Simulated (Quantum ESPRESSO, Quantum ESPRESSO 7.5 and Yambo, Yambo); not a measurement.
**A GW chain in Yambo: RbBr (Fm-3m)**

How does a plane-wave GW calculation on RbBr (Fm-3m) run from the first input to the gap?

Method: PBE and many-body steps on it, plane waves, in Quantum ESPRESSO 7.5 and Yambo 5.3.0.

The database entry behind the starting cell differs from later determinations by our own check (about 0.5 % short), so it need not match the best structure at ambient conditions.

**1. The structure**

Symmetry: Fm-3m, No. 225, cubic system. The conventional cell has a = 6.854 Å, b = 6.854 Å, c = 6.854 Å, α = 90.00°, β = 90.00°, γ = 90.00°. Rb has 6 Br at 3.43 Å nearest. Nearest to Br lie 6 Rb at 3.43 Å. Farther neighbours and most contacts between anions are not listed.

The cell and positions come from the Crystallography Open Database and are kept as given unless a step says otherwise.

**2. Ground state**

This step: Quantum ESPRESSO 7.5; DFT, PBE, plane waves, norm-conserving pseudopotentials.

The ground-state density comes first.

The input, pw.in:

```
&control
  calculation = 'scf'
  prefix = 'x'
  outdir = 'o'
  pseudo_dir = 'pseudo'
/
&system
  ibrav = 0
  nat = 2
  ntyp = 2
  ecutwfc = 76.0
  nbnd = 18
  force_symmorphic = .true.
/
&electrons
  conv_thr = 1e-10
  electron_maxstep = 80
  mixing_beta = 0.5
/
ATOMIC_SPECIES
  Rb 85.468 Rb.upf
  Br 79.904 Br.upf
CELL_PARAMETERS angstrom
  0.0000000000 3.4270000000 3.4270000000
  3.4270000000 0.0000000000 3.4270000000
  3.4270000000 3.4270000000 -0.0000000000
ATOMIC_POSITIONS crystal
  Rb 0.0000000000 0.0000000000 0.0000000000
  Br 0.5000000000 0.5000000000 0.5000000000
K_POINTS automatic
  6 6 6 0 0 0
```

On the command line:

```console
$ OMP_NUM_THREADS=1 mpirun -n 4 pw.x -nk 4 -in pw.in > pw.out
```

The program printed:

```text
Program PWSCF v.7.5 starts

     This program is part of the open-source Quantum ESPRESSO suite
     for quantum simulation of materials; please cite
         "P. Giannozzi et al., J. Phys.:Condens. Matter 21 395502 (2009);
         "P. Giannozzi et al., J. Phys.:Condens. Matter 29 465901 (2017);
         "P. Giannozzi et al., J. Chem. Phys. 152 154105 (2020);
     in publications or presentations arising from this work. More details at
     Message from routine setup:
     using ibrav=0 with symmetry is DISCOURAGED, use correct ibrav instead

     G-vector sticks info

     bravais-lattice index     =            0
     lattice parameter (alat)  =       9.1586  a.u.
     unit-cell volume          =     543.2114 (a.u.)^3
     number of atoms/cell      =            2
     number of atomic types    =            2
     number of electrons       =        26.00
     number of Kohn-Sham states=           18
     kinetic-energy cutoff     =      76.0000  Ry
     charge density cutoff     =     304.0000  Ry
     scf convergence threshold =      1.0E-10
     mixing beta               =       0.5000
     number of iterations used =            8  plain     mixing
     Exchange-correlation= PBE
                           (   1   4   3   4   0   0   0)

     celldm(1)=   9.158576  celldm(2)=   0.000000  celldm(3)=   0.000000
     celldm(4)=   0.000000  celldm(5)=   0.000000  celldm(6)=   0.000000

     crystal axes: (cart. coord. in units of alat)
               a(1) = (   0.000000   0.707107   0.707107 )
               a(2) = (   0.707107   0.000000   0.707107 )
               a(3) = (   0.707107   0.707107  -0.000000 )

     reciprocal axes: (cart. coord. in units 2 pi/alat)
               b(1) = ( -0.707107  0.707107  0.707107 )
               b(2) = (  0.707107 -0.707107  0.707107 )
               b(3) = (  0.707107  0.707107 -0.707107 )
     Pseudo is Norm-conserving + core correction, Zval =  9.0
     Generated using ONCVPSP code by D. R. Hamann
     Using radial grid of 2308 points,  6 beta functions with:
     Pseudo is Norm-conserving + core correction, Zval = 17.0
     Generated using ONCVPSP code by D. R. Hamann
     Using radial grid of 1098 points,  6 beta functions with:
     Rb                9.00    85.46800     Rb( 1.00)
     Br               17.00    79.90400     Br( 1.00)

     48 Sym. Ops., with inversion, found

   Cartesian axes

     site n.     atom                  positions (alat units)
         1        Rb     tau(   1) = (   0.0000000   0.0000000   0.0000000  )
         2        Br     tau(   2) = (   0.7071068   0.7071068   0.7071068  )

     number of k points=    16
                       cart. coord. in units 2pi/alat
        k(    1) = (   0.0000000   0.0000000   0.0000000), wk =   0.0092593
        k(    2) = (   0.1178511   0.1178511  -0.1178511), wk =   0.0740741
        k(    3) = (   0.2357023   0.2357023  -0.2357023), wk =   0.0740741
        k(    4) = (  -0.3535534  -0.3535534   0.3535534), wk =   0.0370370
        k(    5) = (   0.2357023   0.0000000  -0.0000000), wk =   0.0555556
        k(    6) = (   0.3535534   0.1178511  -0.1178511), wk =   0.2222222
        k(    7) = (  -0.2357023  -0.4714045   0.4714045), wk =   0.2222222
        k(    8) = (  -0.1178511  -0.3535534   0.3535534), wk =   0.2222222
        k(    9) = (   0.0000000  -0.2357023   0.2357023), wk =   0.1111111
        k(   10) = (   0.4714045   0.0000000  -0.0000000), wk =   0.0555556
     [... 4 further rows ...]
        k(   15) = (  -0.1178511  -0.3535534   0.5892557), wk =   0.2222222
        k(   16) = (  -0.7071068   0.2357023   0.0000000), wk =   0.1111111

     Dense  grid:    48671 G-vectors     FFT dimensions: (  54,  54,  54)

     Initial potential from superposition of free atoms

     starting charge      25.9752, renormalised to      26.0000
     Starting wfcs are   14 randomized atomic wfcs +    4 random wfcs

     per-process dynamical memory:    42.0 Mb

     Self-consistent Calculation

     iteration #  1     ecut=    76.00 Ry     beta= 0.50

     Threshold (ethr) on eigenvalues was too large:
     Diagonalizing with lowered threshold

     total energy              =    -325.15258804 Ry
     estimated scf accuracy    <       0.04918918 Ry

     iteration #  2     ecut=    76.00 Ry     beta= 0.50

     total energy              =    -325.16242894 Ry
     estimated scf accuracy    <       0.00291083 Ry

     iteration #  3     ecut=    76.00 Ry     beta= 0.50

     total energy              =    -325.16295240 Ry
     estimated scf accuracy    <       0.00065592 Ry

     iteration #  4     ecut=    76.00 Ry     beta= 0.50

     total energy              =    -325.16304432 Ry
     estimated scf accuracy    <       0.00002130 Ry

     iteration #  5     ecut=    76.00 Ry     beta= 0.50

     total energy              =    -325.16305109 Ry
     estimated scf accuracy    <       0.00000826 Ry

     iteration #  6     ecut=    76.00 Ry     beta= 0.50

     total energy              =    -325.16305317 Ry
     estimated scf accuracy    <       0.00000010 Ry

     iteration #  7     ecut=    76.00 Ry     beta= 0.50

     total energy              =    -325.16305322 Ry
     estimated scf accuracy    <          2.6E-09 Ry

     iteration #  8     ecut=    76.00 Ry     beta= 0.50

     total energy              =    -325.16305322 Ry
     estimated scf accuracy    <          2.4E-09 Ry

     iteration #  9     ecut=    76.00 Ry     beta= 0.50

     total energy              =    -325.16305323 Ry
     estimated scf accuracy    <          2.6E-10 Ry

     iteration # 10     ecut=    76.00 Ry     beta= 0.50

     End of self-consistent calculation

          k = 0.0000 0.0000 0.0000 (  5985 PWs)   bands (ev):

   -55.9828 -55.9828 -55.9808 -55.9808 -55.9808 -22.2901 -10.0526  -6.3615
    -6.3615  -6.3615   2.1322   2.1322   2.1322   6.4965   9.4189   9.4189
     9.4189  10.3081

          k = 0.1179 0.1179-0.1179 (  6099 PWs)   bands (ev):

   -55.9828 -55.9828 -55.9808 -55.9808 -55.9808 -22.2877 -10.0634  -6.3634
    -6.3634  -6.3495   1.8288   2.0377   2.0377   7.1363   9.2855   9.7469
     9.7469  10.7146

          k = 0.2357 0.2357-0.2357 (  6084 PWs)   bands (ev):

   -55.9828 -55.9828 -55.9808 -55.9808 -55.9808 -22.2830 -10.0847  -6.3672
    -6.3672  -6.3258   1.3478   1.8610   1.8610   8.3844   9.4406  10.6605
    10.6605  11.7308

          k =-0.3536-0.3536 0.3536 (  6116 PWs)   bands (ev):

     [... further k-points ...]

     highest occupied, lowest unoccupied level (ev):     2.1322    6.4965

!    total energy              =    -325.16305323 Ry
     estimated scf accuracy    <          5.2E-11 Ry

     The total energy is the sum of the following terms:
     one-electron contribution =    -217.74047561 Ry
     hartree contribution      =     108.04149937 Ry
     xc contribution           =     -58.74476161 Ry
     ewald contribution        =    -156.71931538 Ry

     convergence has been achieved in  10 iterations

     XML data file, charge density, pseudopotentials, collected wavefunctions

=------------------------------------------------------------------------------=
   JOB DONE.
=------------------------------------------------------------------------------=
```

Run time: 13 s. Hardware: 4 MPI ranks of Arm Neoverse V1, shared host; peak memory 0.33 GiB; 51 s of CPU time.

Numbers from this step:

| Property | Result |
| --- | --- |
| total energy | -4424.0687 eV |
| gap | 4.364 eV |
| k of the valence top | 0, 0, 0 |
| k of the conduction bottom | 0, 0, 0 |
| least direct gap | 4.364 eV |

The gap is direct, at Γ.

**3. Bands along the symmetry lines**

Levels along a band path, at the cheap level, show where the edges lie and whether the meshes to come will hold them.

The input, pw.in:

```
&control
  calculation = 'bands'
  prefix = 'x'
  outdir = 'o'
  pseudo_dir = 'pseudo'
/
&system
  ibrav = 0
  nat = 2
  ntyp = 2
  ecutwfc = 76.0
  nbnd = 19
  force_symmorphic = .true.
/
&electrons
  conv_thr = 1e-9
  electron_maxstep = 80
  diago_full_acc = .true.
  diago_thr_init = 5e-6
/
ATOMIC_SPECIES
  Rb 85.468 Rb.upf
  Br 79.904 Br.upf
CELL_PARAMETERS angstrom
  0.0000000000 3.4270000000 3.4270000000
  3.4270000000 0.0000000000 3.4270000000
  3.4270000000 3.4270000000 -0.0000000000
ATOMIC_POSITIONS crystal
  Rb 0.0000000000 0.0000000000 0.0000000000
  Br 0.5000000000 0.5000000000 0.5000000000
K_POINTS crystal
  50
  0.00000000 0.00000000 0.00000000 1
  0.06250000 0.00000000 0.06250000 1
  0.12500000 0.00000000 0.12500000 1
  0.18750000 0.00000000 0.18750000 1
  0.25000000 0.00000000 0.25000000 1
  0.31250000 0.00000000 0.31250000 1
  0.37500000 0.00000000 0.37500000 1
  0.43750000 0.00000000 0.43750000 1
  0.50000000 0.00000000 0.50000000 1
  0.51562500 0.03125000 0.51562500 1
  0.53125000 0.06250000 0.53125000 1
  0.54687500 0.09375000 0.54687500 1
  0.56250000 0.12500000 0.56250000 1
  0.57812500 0.15625000 0.57812500 1
  0.59375000 0.18750000 0.59375000 1
  0.60937500 0.21875000 0.60937500 1
  0.62500000 0.25000000 0.62500000 1
  0.37500000 0.37500000 0.75000000 1
  0.32812500 0.32812500 0.65625000 1
  0.28125000 0.28125000 0.56250000 1
  0.23437500 0.23437500 0.46875000 1
  0.18750000 0.18750000 0.37500000 1
  0.14062500 0.14062500 0.28125000 1
  0.09375000 0.09375000 0.18750000 1
  0.04687500 0.04687500 0.09375000 1
  0.00000000 0.00000000 0.00000000 1
  0.06250000 0.06250000 0.06250000 1
  0.12500000 0.12500000 0.12500000 1
  0.18750000 0.18750000 0.18750000 1
  0.25000000 0.25000000 0.25000000 1
  0.31250000 0.31250000 0.31250000 1
  0.37500000 0.37500000 0.37500000 1
  0.43750000 0.43750000 0.43750000 1
  0.50000000 0.50000000 0.50000000 1
  0.50000000 0.46875000 0.53125000 1
  0.50000000 0.43750000 0.56250000 1
  0.50000000 0.40625000 0.59375000 1
  0.50000000 0.37500000 0.62500000 1
  0.50000000 0.34375000 0.65625000 1
  0.50000000 0.31250000 0.68750000 1
  0.50000000 0.28125000 0.71875000 1
  0.50000000 0.25000000 0.75000000 1
  0.50000000 0.21875000 0.71875000 1
  0.50000000 0.18750000 0.68750000 1
  0.50000000 0.15625000 0.65625000 1
  0.50000000 0.12500000 0.62500000 1
  0.50000000 0.09375000 0.59375000 1
  0.50000000 0.06250000 0.56250000 1
  0.50000000 0.03125000 0.53125000 1
  0.50000000 0.00000000 0.50000000 1
```

The program printed:

```text
[banner, memory and clock lines left out]
Program PWSCF v.7.5 starts

     Atomic positions and unit cell read from directory:
     o/x.save/

     Message from routine setup:
     using ibrav=0 with symmetry is DISCOURAGED, use correct ibrav instead

     G-vector sticks info

     bravais-lattice index     =            0
     lattice parameter (alat)  =       9.1586  a.u.
     unit-cell volume          =     543.2114 (a.u.)^3
     number of atoms/cell      =            2
     number of atomic types    =            2
     number of electrons       =        26.00
     number of Kohn-Sham states=           19
     kinetic-energy cutoff     =      76.0000  Ry
     charge density cutoff     =     304.0000  Ry
     Exchange-correlation= PBE
                           (   1   4   3   4   0   0   0)

     celldm(1)=   9.158576  celldm(2)=   0.000000  celldm(3)=   0.000000
     celldm(4)=   0.000000  celldm(5)=   0.000000  celldm(6)=   0.000000

     crystal axes: (cart. coord. in units of alat)
               a(1) = (   0.000000   0.707107   0.707107 )
               a(2) = (   0.707107   0.000000   0.707107 )
               a(3) = (   0.707107   0.707107  -0.000000 )

     reciprocal axes: (cart. coord. in units 2 pi/alat)
               b(1) = ( -0.707107  0.707107  0.707107 )
               b(2) = (  0.707107 -0.707107  0.707107 )
               b(3) = (  0.707107  0.707107 -0.707107 )
     Pseudo is Norm-conserving + core correction, Zval =  9.0
     Generated using ONCVPSP code by D. R. Hamann
     Using radial grid of 2308 points,  6 beta functions with:
     Pseudo is Norm-conserving + core correction, Zval = 17.0
     Generated using ONCVPSP code by D. R. Hamann
     Using radial grid of 1098 points,  6 beta functions with:
     Rb                9.00    85.46800     Rb( 1.00)
     Br               17.00    79.90400     Br( 1.00)

     48 Sym. Ops., with inversion, found

   Cartesian axes

     site n.     atom                  positions (alat units)
         1        Rb     tau(   1) = (   0.0000000   0.0000000   0.0000000  )
         2        Br     tau(   2) = (   0.7071068   0.7071068   0.7071068  )

     number of k points=    50
                       cart. coord. in units 2pi/alat
        k(    1) = (   0.0000000   0.0000000   0.0000000), wk =   0.0400000
        k(    2) = (   0.0000000   0.0883883   0.0000000), wk =   0.0400000
        k(    3) = (   0.0000000   0.1767767   0.0000000), wk =   0.0400000
[...]
[... 38 further rows ...]
        k(   49) = (   0.0441942   0.7071068   0.0000000), wk =   0.0400000
        k(   50) = (   0.0000000   0.7071068   0.0000000), wk =   0.0400000

     Dense  grid:    48671 G-vectors     FFT dimensions: (  54,  54,  54)

     The potential is recalculated from file :
     o/x.save/charge-density

     Starting wfcs are   14 randomized atomic wfcs +    5 random wfcs

     Band Structure Calculation

     End of band structure calculation

          k = 0.0000 0.0000 0.0000 (  5985 PWs)   bands (ev):

   -55.9826 -55.9826 -55.9807 -55.9807 -55.9807 -22.2901 -10.0526  -6.3615
    -6.3615  -6.3615   2.1322   2.1322   2.1322   6.4965   9.4189   9.4189
     9.4189  10.3081  10.3082

          k = 0.0000 0.0884 0.0000 (  6070 PWs)   bands (ev):

   -55.9826 -55.9826 -55.9807 -55.9807 -55.9807 -22.2896 -10.0546  -6.3642
[...]
9.5187  10.3390  10.4338

          k = 0.0000 0.1768 0.0000 (  6066 PWs)   bands (ev):

[...]
9.8118  10.4295  10.7897

          k =-0.0000 0.2652 0.0000 (  6074 PWs)   bands (ev):

[...]
k = 0.0000 0.4419-0.0000 (  6090 PWs)   bands (ev):

[...]
k =-0.0000 0.5303 0.0000 (  6086 PWs)   bands (ev):

[...]
k = 0.0000 0.6187-0.0000 (  6086 PWs)   bands (ev):

[...]
k = 0.4640 0.4640-0.0000 (  6051 PWs)   bands (ev):

[...]
k = 0.3315 0.3315-0.0000 (  6079 PWs)   bands (ev):

[...]
k = 0.3094 0.7071-0.0000 (  6052 PWs)   bands (ev):

[...]
k = 0.2210 0.7071-0.0000 (  6066 PWs)   bands (ev):

[...]
k = 0.1768 0.7071-0.0000 (  6062 PWs)   bands (ev):

[...]
k = 0.0442 0.7071 0.0000 (  6056 PWs)   bands (ev):

[...]
11.3692  11.5546  12.9881

          k = 0.0000 0.7071 0.0000 (  6074 PWs)   bands (ev):

   -55.9826 -55.9826 -55.9807 -55.9807 -55.9807 -22.2780  -9.9993  -6.5435
    -6.4335  -6.4335   1.6599   1.9738   1.9738   7.7485   9.2663  11.3356
    11.3440  11.5759  12.9667

     XML data file, pseudopotentials, collected wavefunctions
```

It took 12 s on 4 MPI ranks; peak memory 0.27 GiB.

This step gave:

```yaml
gap: 4.364 eV
k_of_the_valence_top: 0, 0, 0
k_of_the_conduction_bottom: 0, 0, 0
least_direct_gap: 4.364 eV
```

The gap is 4.364 eV, as in the run before at this level.

Electronic bands along the path, in eV, zero at the top of the highest filled band:

```tsv
point	band 10	band 11	band 12	band 13	band 14	band 15	band 16	band 17
Γ	-8.49	0.00	0.00	0.00	4.36	7.29	7.29	7.29
halfway	-8.49	-0.60	-0.10	-0.10	5.72	6.25	8.62	8.76
X	-8.57	-0.47	-0.16	-0.16	5.62	7.13	9.20	9.21
halfway	-8.55	-0.46	-0.26	-0.19	5.82	7.40	8.82	9.28
U	-8.52	-0.49	-0.41	-0.26	6.35	8.13	8.16	8.87
jump to K	-8.52	-0.49	-0.41	-0.26	6.35	8.13	8.16	8.87
halfway	-8.46	-0.67	-0.28	-0.15	6.03	6.99	8.06	8.81
Γ	-8.49	0.00	0.00	0.00	4.36	7.29	7.29	7.29
halfway	-8.47	-0.56	-0.18	-0.18	5.63	7.15	8.01	8.01
L	-8.45	-0.99	-0.35	-0.35	6.82	7.72	9.49	9.49
halfway	-8.47	-0.76	-0.35	-0.33	6.98	7.42	8.88	9.00
W	-8.48	-0.49	-0.35	-0.35	7.09	7.09	8.27	8.62
halfway	-8.52	-0.44	-0.33	-0.22	6.02	7.60	8.43	9.14
X	-8.57	-0.47	-0.16	-0.16	5.62	7.13	9.20	9.21
```

The electronic bands as a text plot (rows in eV, shown from -8.0 to 8.2 only):

```
    7.8 |+ +++          ++++    +++++ ++   ++   ++++++      ++
    7.2 |++++      +++++    ++++++++++++++++++++  ++++++++++  +++
    6.5 |    ++++++      +++  ++               +++         ++
    5.8 |     +++++++++++       +           +++              ++++
    5.1 |  +++                   ++++      +
    4.5 |++                          ++++++
    3.8 |
    3.1 |
    2.4 |
    1.8 |
    1.1 |
    0.4 |
   -0.2 |********************************************************
   -0.9 |     ****         ******            ***********
   -1.6 |
   -2.3 |
   -2.9 |
   -3.6 |
   -4.3 |
   -5.0 |
   -5.6 |
   -6.3 |
   -7.0 |
   -7.7 |
         Γ           X  U|K            Γ         L        W     X
```

(Part 1 of 2 ends here.)

[Paths, hosts, dates, memory and timing lines, banners, echoed tables and standing remarks are left out of the program output.]

[Logs are printed without paths, hosts, clocks, repeated set-up lines and the standing remarks that a program may print on its own settings, such as how far it seeks lower states.]

[Runs of the session that timed out or met a known fault of the program may be left out.]

[Hosts, paths, dates, database ids (printed as entryN), source tags and the programs' standing remarks are cut or masked in the printed files.]
